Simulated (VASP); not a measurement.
# AlN in VASP: relaxation of the atoms with PBEsol

Aim: the relaxation of the atoms of AlN with PBEsol.

All numbers are computed with VASP 6.6.1; they aren't measurements. Logs are shortened: lines on timing, memory, paths and dates and some standing lists are left out, and cuts for length are marked.

**1. Starting point**

The cell holds a slab with vacuum, 36 atoms: a = 3.113 Å, b = 4.981 Å, c = 38.466 Å, α = 90.00°, β = 90.00°, γ = 90.00°.

**2. Relaxation of the atoms, PBEsol**

INCAR

```
PREC = Accurate ; ENCUT = 520
EDIFF = 1E-7 ; ISMEAR = 0
SIGMA = 0.05 ; LREAL = F
LASPH = T ; NELM = 60
ALGO = Normal ; ISIF = 2
LWAVE = F ; LCHARG = F
LDIPOL = T ; IDIPOL = 3
DIPOL = 0.5 0.5 0.500 ; GGA = PS
IBRION = 2 ; NSW = 100
EDIFFG = -0.015 ; KPAR = 8
```

KPOINTS

```
Automatic mesh
0
Gamma
  8 6 1
```

POSCAR

```
AlN
1.0
    3.1130000000      0.0000000000      0.0000000000
    0.0000000000      4.9810000000      0.0000000000
    0.0000000000      0.0000000000     38.4661423500
Al N
18 18
Direct
    0.0000000001      0.0000000000      0.2079751052
    0.5000000000      0.5000000000      0.2313370967
    0.5000000001      0.0000000000      0.2780610799
    1.0000000000      0.5000000000      0.3014230715
    0.0000000001      0.0000000000      0.3481470547
    0.5000000000      0.5000000000      0.3715090463
    0.5000000001      0.0000000000      0.4182330294
    1.0000000000      0.5000000000      0.4415950210
    0.0000000001      0.0000000000      0.4883190042
    0.5000000000      0.5000000000      0.5116809958
    0.5000000001      0.0000000000      0.5584049790
    1.0000000000      0.5000000000      0.5817669706
    0.0000000001      0.0000000000      0.6284909537
    0.5000000000      0.5000000000      0.6518529453
    0.5000000001      0.0000000000      0.6985769285
    1.0000000000      0.5000000000      0.7219389201
    0.0000000001      0.0000000000      0.7686629033
    0.5000000000      0.5000000000      0.7920248948
    0.0000000001      0.3800000000      0.2079751052
    0.5000000000      0.8800000000      0.2313370967
    0.5000000001      0.3800000000      0.2780610799
    1.0000000000      0.8800000000      0.3014230715
    0.0000000001      0.3800000000      0.3481470547
    0.5000000000      0.8800000000      0.3715090463
    0.5000000001      0.3800000000      0.4182330294
    1.0000000000      0.8800000000      0.4415950210
    0.0000000001      0.3800000000      0.4883190042
    0.5000000000      0.8800000000      0.5116809958
    0.5000000001      0.3800000000      0.5584049790
    1.0000000000      0.8800000000      0.5817669706
    0.0000000001      0.3800000000      0.6284909537
    0.5000000000      0.8800000000      0.6518529453
    0.5000000001      0.3800000000      0.6985769285
    1.0000000000      0.8800000000      0.7219389201
    0.0000000001      0.3800000000      0.7686629033
    0.5000000000      0.8800000000      0.7920248948
```

Potentials or basis: VASP PAW PBE potentials, release 64 (Al, N).

Command:

```console
$ cat potpaw_PBE.64/Al/POTCAR potpaw_PBE.64/N/POTCAR > POTCAR
$ mpirun -np 8 vasp_std > vasp.out
```

OUTCAR:

```text
PREC = Accurate
   ENCUT = 520
   EDIFF = 1E-7
   ISMEAR = 0
   LREAL = F
   LASPH = T
   NELM = 60
   ISIF = 2
   GGA = PS
   IBRION = 2
   NSW = 100
   EDIFFG = -0.015

 ion  position               nearest neighbor table
   1  0.000  0.000  0.208-  19 1.89  20 1.89  20 1.89   2 3.07   2 3.07   2 3.07   2 3.07   3 3.11
                             3 3.11
   2  0.500  0.500  0.231-  20 1.89  19 1.89  19 1.89  21 1.89   1 3.07   1 3.07   1 3.07   1 3.07
                             3 3.07   3 3.07   4 3.11   4 3.11
   3  0.500  0.000  0.278-  21 1.89  22 1.89  22 1.89  20 1.89   4 3.07   4 3.07   4 3.07   4 3.07
                             2 3.07   2 3.07   1 3.11   1 3.11   5 3.11   5 3.11
   4  0.000  0.500  0.301-  22 1.89  21 1.89  21 1.89  23 1.89   3 3.07   3 3.07   3 3.07   3 3.07
                             5 3.07   5 3.07   2 3.11   2 3.11   6 3.11   6 3.11
   5  0.000  0.000  0.348-  23 1.89  24 1.89  24 1.89  22 1.89   6 3.07   6 3.07   6 3.07   6 3.07
                             4 3.07   4 3.07   7 3.11   7 3.11   3 3.11   3 3.11
   6  0.500  0.500  0.372-  24 1.89  25 1.89  23 1.89  23 1.89   7 3.07   7 3.07   5 3.07   5 3.07
                             5 3.07   5 3.07   8 3.11   8 3.11   4 3.11   4 3.11
   7  0.500  0.000  0.418-  25 1.89  24 1.89  26 1.89  26 1.89   6 3.07   6 3.07   8 3.07   8 3.07
                             8 3.07   8 3.07   5 3.11   5 3.11   9 3.11   9 3.11
   8  0.000  0.500  0.442-  26 1.89  25 1.89  25 1.89  27 1.89   7 3.07   7 3.07   7 3.07   7 3.07
                             9 3.07   9 3.07   6 3.11   6 3.11  10 3.11  10 3.11
   9  0.000  0.000  0.488-  27 1.89  28 1.89  28 1.89  26 1.89  10 3.07  10 3.07  10 3.07  10 3.07
                             8 3.07   8 3.07  11 3.11  11 3.11   7 3.11   7 3.11
  10  0.500  0.500  0.512-  28 1.89  27 1.89  27 1.89  29 1.89   9 3.07   9 3.07   9 3.07   9 3.07
                            11 3.07  11 3.07  12 3.11   8 3.11   8 3.11  12 3.11
  11  0.500  0.000  0.558-  29 1.89  30 1.89  30 1.89  28 1.89  12 3.07  12 3.07  12 3.07  12 3.07
                            10 3.07  10 3.07  13 3.11  13 3.11   9 3.11   9 3.11
  12  0.000  0.500  0.582-  30 1.89  31 1.89  29 1.89  29 1.89  13 3.07  13 3.07  11 3.07  11 3.07
                            11 3.07  11 3.07  14 3.11  14 3.11  10 3.11  10 3.11
  13  0.000  0.000  0.628-  31 1.89  30 1.89  32 1.89  32 1.89  12 3.07  12 3.07  14 3.07  14 3.07
                            14 3.07  14 3.07  11 3.11  11 3.11  15 3.11  15 3.11
  14  0.500  0.500  0.652-  32 1.89  31 1.89  31 1.89  33 1.89  13 3.07  13 3.07  13 3.07  13 3.07
                            15 3.07  15 3.07  12 3.11  12 3.11  16 3.11  16 3.11
  15  0.500  0.000  0.699-  33 1.89  34 1.89  34 1.89  32 1.89  16 3.07  16 3.07  16 3.07  16 3.07
                            14 3.07  14 3.07  17 3.11  17 3.11  13 3.11  13 3.11
  16  0.000  0.500  0.722-  34 1.89  33 1.89  33 1.89  35 1.89  15 3.07  15 3.07  15 3.07  15 3.07
                            17 3.07  17 3.07  18 3.11  18 3.11  14 3.11  14 3.11
  17  0.000  0.000  0.769-  35 1.89  36 1.89  36 1.89  34 1.89  18 3.07  18 3.07  18 3.07  18 3.07
                            16 3.07  16 3.07  15 3.11  15 3.11
  18  0.500  0.500  0.792-  36 1.89  35 1.89  35 1.89  17 3.07  17 3.07  17 3.07  17 3.07  16 3.11
                            16 3.11
  19  0.000  0.380  0.208-   1 1.89   2 1.89   2 1.89
  20  0.500  0.880  0.231-   2 1.89   1 1.89   1 1.89   3 1.89
  21  0.500  0.380  0.278-   3 1.89   4 1.89   4 1.89   2 1.89
  22  0.000  0.880  0.301-   4 1.89   3 1.89   3 1.89   5 1.89
  23  0.000  0.380  0.348-   5 1.89   6 1.89   6 1.89   4 1.89
  24  0.500  0.880  0.372-   6 1.89   7 1.89   5 1.89   5 1.89
  25  0.500  0.380  0.418-   7 1.89   6 1.89   8 1.89   8 1.89
[... 8 lines left out ...]
  34  0.000  0.880  0.722-  16 1.89  15 1.89  15 1.89  17 1.89
  35  0.000  0.380  0.769-  17 1.89  18 1.89  18 1.89  16 1.89
  36  0.500  0.880  0.792-  18 1.89  17 1.89  17 1.89

  LATTYP: Found a simple orthorhombic cell.
 ALAT       =     3.1130000000
 B/A-ratio  =     1.6000642467
 C/A-ratio  =    12.3566149534

  Lattice vectors:

 A1 = (   3.1130000000,   0.0000000000,   0.0000000000)
 A2 = (   0.0000000000,   4.9810000000,   0.0000000000)
 A3 = (   0.0000000000,   0.0000000000,  38.4661423500)

Analysis of symmetry for initial positions (statically):
=====================================================================
 Subroutine PRICEL returns:
 Original cell was already a primitive cell.

 Routine SETGRP: Setting up the symmetry group for a
 simple orthorhombic supercell.

 Subroutine GETGRP returns: Found  4 space group operations
 (whereof  2 operations were pure point group operations)
 out of a pool of  8 trial point group operations.

The static configuration has the point symmetry C_1h.
 The point group associated with its full space group is C_2v.

Analysis of symmetry for dynamics (positions and initial velocities):
=====================================================================
 Subroutine PRICEL returns:
 Original cell was already a primitive cell.

 Routine SETGRP: Setting up the symmetry group for a
 simple orthorhombic supercell.

 Subroutine GETGRP returns: Found  4 space group operations
[... 148 lines left out ...]
  0.500000  0.500000  0.000000      1.000000
   k-points           NKPTS =     20   k-points in BZ     NKDIM =     20   number of bands    NBANDS=     91
   number of dos      NEDOS =    301   number of ions     NIONS =     36
   total plane-waves  NPLWV = 276480
   dimension x,y,z NGX =    24 NGY =   40 NGZ =  288
   dimension x,y,z NGXF=    48 NGYF=   80 NGZF=  576
   ions per type =              18  18
   NGX,Y,Z   is equivalent  to a cutoff of  12.82, 13.35, 12.45 a.u.
   NGXF,Y,Z  is equivalent  to a cutoff of  25.63, 26.70, 24.89 a.u.
 SYSTEM =  unknown system
   PREC   = accura    normal or accurate (medium, high low for compatibility)
   ISTART =      0    job   : 0-new  1-cont  2-samecut
   ICHARG =      2    charge: 1-file 2-atom 10-const
   ISPIN  =      1    spin polarized calculation?
   LNONCOLLINEAR =      F non collinear calculations
   LSORBIT =      F    spin-orbit coupling
   LASPH  =      T    aspherical Exc in radial PAW
   ENCUT  =  520.0 eV  38.22 Ry    6.18 a.u.   5.79  9.26 71.52*2*pi/ulx,y,z
   NELM   =     60;   NELMIN=  2; NELMDL= -5     # of ELM steps
   EDIFF  = 0.1E-06   stopping-criterion for ELM
   LREAL  =      F    real-space projection
   EDIFFG = -.1E-01   stopping-criterion for IOM
   NSW    =    100    number of steps for IOM
   IBRION =      2    ionic relax: 0-MD 1-quasi-New 2-CG
   NFREE  =      1    steps in history (QN), initial steepest desc. (CG)
   ISIF   =      2    stress and relaxation
   ISYM   =      2    0-nonsym 1-usesym 2-fastsym
   POTIM  = 0.5000    time-step for ionic-motion
   TEBEG  =    0.0;   TEEND  =   0.0 temperature during run
   PSTRESS=    0.0 pullay stress
   NELECT =     144.0000    total number of electrons
   NUPDOWN=      -1.0000    fix difference up-down
   EMIN   =  10.00;   EMAX   =-10.00  energy-range for DOS
   EFERMI =   0.00;   METHOD = LEGACY
   ISMEAR =     0;   SIGMA  =   0.05  broadening in eV -4-tet -1-fermi 0-gaus
   EFERMI_NEDOS =   21; number of points for ismear=-14 and -15
   IALGO  =     38    algorithm
   IMIX   =      4    mixing-type and parameters
     AMIX     =   0.40;   BMIX     =  1.00
     AMIX_MAG =   1.60;   BMIX_MAG =  1.00
  volume/ion in A,a.u.               =      16.57       111.81
  Fermi-wavevector in a.u.,A,eV,Ry     =   1.019383  1.926355 14.138393  1.039143
  Thomas-Fermi vector in A             =   2.152894
   LORBIT       =      0    0 simple, 1 ext, 2 COOP (PROOUT), +10 PAW based schemes
   GGA     = PS    functional components
   LHFCALC =     F    Hartree Fock is set to
   AEXX    =    0.0000 exact exchange contribution
   IVDW    =     0    specifies the selected vdW correction
   LEPSILON=     F    determine dielectric tensor
   LRPA    =     F    only Hartree local field effects (RPA)
 conjugate gradient relaxation of ions
 non-spin polarized calculation
 Gauss-broadening in eV      SIGMA  =   0.05
  energy-cutoff  :      520.00
  volume of cell :      596.45
 maximum number of plane-waves:     16142
 NGX is ok and might be reduce to    24
   NGX = 11   NGY = 19   NGZ =143

--------------------------------------- Ionic step        1  -------------------------------------------

 number of electron     143.9999987 magnetization

 Free energy of the ion-electron system (eV)
  ---------------------------------------------------
  ext. energy  EPLUGINS =         0.00000000
  ---------------------------------------------------
  free energy    TOTEN  =      -276.32395303 eV

  energy without entropy =     -276.32395303  energy(sigma->0) =     -276.32395303

------------------------ aborting loop because EDIFF is reached ----------------------------------------

  FORCE on cell =-STRESS in cart. coord.  units (eV):
  Direction    XX          YY          ZZ          XY          YZ          ZX
  --------------------------------------------------------------------------------------
  -------------------------------------------------------------------------------------
  Total       -1.2031823     -6.4273318     -3.4224466      0.0000000      0.0000000      0.0000000
  in kB       -3.2319730    -17.2650169     -9.1933324      0.0000000      0.0000000      0.0000000
  external PRESSURE =      -9.8967741 kB  Pullay stress =       0.0000000 kB
[... 191 lines left out ...]
  FREE ENERGIE OF THE ION-ELECTRON SYSTEM (eV)
  ---------------------------------------------------
  free  energy   TOTEN  =      -277.1093798431 eV

  energy  without entropy=     -277.1093798431  energy(sigma->0) =     -277.10937984

[... ionic steps 4 to 23 ...]

--------------------------------------- Ionic step       24  -------------------------------------------

 number of electron     143.9999987 magnetization

------------------------ aborting loop because EDIFF is reached ----------------------------------------
[... 135 lines left out ...]
--------------------------------------- Ionic step       26  -------------------------------------------

 number of electron     143.9999988 magnetization

 dipolmoment           0.000000      0.000000      0.000000 electrons x Angstroem

 Free energy of the ion-electron system (eV)
  ---------------------------------------------------
  ext. energy  EPLUGINS =         0.00000000
  ---------------------------------------------------
  free energy    TOTEN  =      -277.29248523 eV

  energy without entropy =     -277.29248523  energy(sigma->0) =     -277.29248523

 E-fermi :   2.1791     XC(G=0):  -7.3662

 val. band max:        1.9147057986   @ k =   0.3750   0.5000   0.0000
 cond. band min:       4.7232224013   @ k =   0.0000   0.0000   0.0000
 fundamental gap:      2.8085166027
 Fermi energy:         2.1791296384

 k-point     1 :       0.0000    0.0000    0.0000
  band No.  band energies     occupation
      1     -13.5548      2.00000
      2     -13.4706      2.00000
      3     -13.3154      2.00000
      4     -13.0942      2.00000
      5     -12.8204      2.00000
      6     -12.5048      2.00000
[... 1729 lines left out ...]
     83       7.4949      0.00000
     84       7.4949      0.00000
 [bands above 84 left out]

------------------------ aborting loop because EDIFF is reached ----------------------------------------

 vacuum level on the upper side and lower side of the slab       (xc-potential included)        -0.012        -0.012

  FORCE on cell =-STRESS in cart. coord.  units (eV):
  Direction    XX          YY          ZZ          XY          YZ          ZX
  --------------------------------------------------------------------------------------
  -------------------------------------------------------------------------------------
  Total        5.1182497      2.1326549     -0.9254288      0.0000000      0.0000000      0.0000000
  in kB       13.7485771      5.7287104     -2.4858751      0.0000000      0.0000000      0.0000000
  external PRESSURE =       5.6638041 kB  Pullay stress =       0.0000000 kB
[... 51 lines left out ...]
  FREE ENERGIE OF THE ION-ELECTRON SYSTEM (eV)
  ---------------------------------------------------
  free  energy   TOTEN  =      -277.2924852306 eV

  energy  without entropy=     -277.2924852306  energy(sigma->0) =     -277.29248523

 reached required accuracy - stopping structural energy minimisation

 vacuum level on the upper side and lower side of the slab         7.616         7.616
```

Run time: 53 min. Hardware: 8 MPI ranks of Intel Xeon 6975P-C (Granite Rapids), shared host; peak memory 1.1 GiB.

What came out:

- Free energy: -277.2925 eV
- Energy gained by relaxing: 26.9 meV/atom
- Ionic steps: 26
- Largest force after relaxing: 0.013 eV/Å
- Band gap on the k mesh: 2.81 eV, indirect (least direct gap 2.94 eV)

Forces in eV/Å, atoms in the order of the input:
```
Al   0.000  0.005 -0.001
Al   0.000 -0.004  0.001
Al   0.000  0.005  0.008
Al   0.000  0.004  0.007
Al   0.000 -0.002  0.011
Al   0.000  0.002  0.006
Al   0.000 -0.001 -0.008
Al   0.000 -0.005  0.003
Al   0.000 -0.005 -0.005
Al   0.000 -0.005  0.005
Al   0.000 -0.005 -0.003
Al   0.000 -0.001  0.008
Al   0.000  0.002 -0.006
Al   0.000 -0.002 -0.011
Al   0.000  0.004 -0.007
Al   0.000  0.005 -0.008
Al   0.000 -0.004 -0.001
Al   0.000  0.005  0.001
N    0.000  0.001 -0.001
N    0.000 -0.008  0.008
N    0.000  0.002 -0.004
N    0.000  0.003  0.002
N    0.000  0.010  0.007
N    0.000 -0.002  0.013
N    0.000 -0.006  0.008
N    0.000 -0.002 -0.013
N    0.000  0.002 -0.002
N    0.000  0.002  0.002
N    0.000 -0.002  0.013
N    0.000 -0.006 -0.008
N    0.000 -0.002 -0.013
N    0.000  0.010 -0.007
N    0.000  0.003 -0.002
N    0.000  0.002  0.004
N    0.000 -0.008 -0.008
N    0.000  0.001  0.001
```

Step by step:
```tsv
step	energy change (eV)	largest force (eV/Å)	pressure (GPa)
1	0.0000	2.5957	-0.99
2	-0.7737	1.1448	-0.13
3	-0.7854	1.1154	0.02
4	-0.9084	0.5511	0.20
5	-0.9084	0.5602	0.20
6	-0.9408	0.3286	0.35
7	-0.9412	0.3230	0.34
8	-0.9565	0.1644	0.38
9	-0.9577	0.1677	0.40
10	-0.9630	0.1198	0.43
11	-0.9631	0.1001	0.42
12	-0.9659	0.0604	0.44
13	-0.9659	0.0606	0.45
14	-0.9669	0.0437	0.45
15	-0.9669	0.0442	0.45
16	-0.9675	0.0286	0.47
17	-0.9675	0.0331	0.47
18	-0.9677	0.0231	0.48
19	-0.9677	0.0241	0.48
20	-0.9679	0.0170	0.49
21	-0.9680	0.0191	0.50
22	-0.9681	0.0209	0.51
23	-0.9682	0.0265	0.53
24	-0.9683	0.0169	0.54
25	-0.9684	0.0213	0.55
26	-0.9685	0.0133	0.57
```

Final structure:
```
CELL_PARAMETERS angstrom
3.11300 0.00000 0.00000
0.00000 4.98100 0.00000
0.00000 0.00000 38.46614
ATOMIC_POSITIONS crystal
Al 0.00000 0.02391 0.21433
Al 0.50000 0.49197 0.22891
Al 0.50000 0.00047 0.27872
Al 0.00000 0.49580 0.30073
Al 0.00000 0.99875 0.34803
Al 0.50000 0.49803 0.37118
Al 0.50000 0.99886 0.41811
Al 0.00000 0.49892 0.44146
Al 0.00000 0.99914 0.48832
Al 0.50000 0.49914 0.51168
Al 0.50000 0.99892 0.55854
Al 0.00000 0.49886 0.58189
Al 0.00000 0.99803 0.62882
Al 0.50000 0.49875 0.65197
Al 0.50000 0.99580 0.69927
Al 0.00000 0.50047 0.72128
Al 0.00000 0.99197 0.77109
Al 0.50000 0.52391 0.78567
N 0.00000 0.37646 0.20866
N 0.50000 0.87399 0.23088
N 0.50000 0.38023 0.27776
N 0.00000 0.87917 0.30115
N 0.00000 0.38032 0.34783
N 0.50000 0.88047 0.37129
N 0.50000 0.38108 0.41802
N 0.00000 0.88116 0.44154
N 0.00000 0.38127 0.48825
N 0.50000 0.88128 0.51175
N 0.50000 0.38116 0.55846
N 0.00000 0.88108 0.58198
N 0.00000 0.38047 0.62871
N 0.50000 0.88032 0.65217
N 0.50000 0.37917 0.69885
N 0.00000 0.88023 0.72224
N 0.00000 0.37399 0.76912
N 0.50000 0.87646 0.79134
```

Caveat: the PAW data sets were made with another functional, which shifts forces and pressure a little.
